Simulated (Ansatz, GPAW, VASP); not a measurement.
GaSb: programs and potentials compared

```
CELL_PARAMETERS angstrom
0.00000 3.05900 3.05900
3.05900 0.00000 3.05900
3.05900 3.05900 0.00000
ATOMIC_POSITIONS crystal
Sb 0.75000 0.75000 0.75000
Ga 0.00000 0.00000 0.00000
```

Alike in all runs: task band structure; functional RPBE; k mesh 8 × 8 × 8; occupations fermi-dirac, width 0.05 eV; no spin polarisation; no spin-orbit coupling. Pressure is positive in compression and, in plane waves, holds the error of the finite cutoff. Gaps are the smaller of the mesh's and the band path's.

| program and potentials | plane-wave cutoff (eV) | notes | band gap (eV) | pressure (GPa) |
| --- | --- | --- | --- | --- |
| VASP, PBE PAW files Ga_d, Sb, 520 eV | 520 | potentials made for PBE | 0.13 | 3.97 |
| GPAW, the program's PAW data sets (release 1.2.1) made for this functional | 600 | - | 0.19 | 3.95 |
| Ansatz, all-electron LAPW, scalar-relativistic | - | - | 0.14 | 3.89 |

The band gap spans 0.13 (VASP, PBE PAW files Ga_d, Sb, 520 eV) to 0.19 eV (GPAW, the program's PAW data sets (release 1.2.1) made for this functional), with all-electron results at 0.14. The pressure spans 3.89 (Ansatz, all-electron LAPW, scalar-relativistic) to 3.97 GPa (VASP, PBE PAW files Ga_d, Sb, 520 eV), with all-electron results at 3.89. Spin-orbit coupling, left out here, moves the band edges of heavy atoms.

The functional is the same throughout but for its coding, so the spread measures potentials, basis and numerics; runs on potential files found faulty are left out.

The three calculations agree closely on the pressure and all give GaSb a very small gap. The positive pressure means that RPBE favours a larger cell than the one used, in keeping with its tendency to weaken bonds and overestimate lattice constants. The gap is well below the known one, as expected when Kohn-Sham band energies from a semilocal functional, which lacks the derivative discontinuity, are read as a quasiparticle gap.

The conduction-band minimum at the zone centre is an antibonding state with strong cation and anion s character, so its energy is sensitive to both bond length and the treatment of the core region. The latter probably contributes to the spread in gaps. Potentials made for PBE come closer to the all-electron gap than the data sets made for RPBE, but not to the all-electron pressure, so neither choice is better on both counts. Relaxing the cell with RPBE would probably narrow the gap further, and agreement at this fixed volume doesn't establish equally good agreement in equilibrium lattice constants or bulk moduli.
